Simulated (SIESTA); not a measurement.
## Mg in SIESTA: the effect of pseudo set

The system is Mg, a slab with vacuum.

```
Mg
1.0
     3.18539    0.00000    0.00000
    -1.59269    2.75863    0.00000
     0.00000    0.00000   25.27312
Mg
5
Direct
  0.66667 0.33333 0.29676
  0.33333 0.66667 0.39858
  0.66667 0.33333 0.49961
  0.33333 0.66667 0.60142
  0.00000 0.00000 0.70324
```

Alike in all runs:

- Program: SIESTA 5.4.2
- Task: single point
- Functional: PBE
- Basis: DZP (energy shift 0.003 Ry; two zetas on semicore shells)
- Grid cutoff: 800 Ry
- Energy shift: 0.003 Ry
- k mesh: 10 × 10 × 1
- Occupations: fermi-dirac, width 0.05 eV
- Spin: no spin polarisation

```tsv
pseudo set	largest force (eV/Å)	work function (eV)
PseudoDojo 0.4 standard	0.25	3.91
PseudoDojo 0.4 stringent	0.25	3.91
PseudoDojo 0.5 standard	0.25	3.91
SG15 1.2	?	?
SPMS 1.0	0.21	3.96
Ansatz NC	0.24	3.90
```

**Question.** What does the run with pseudo set SG15 1.2 give?

**Answer.** Largest force 0.16 eV/Å; work function 3.76 eV.
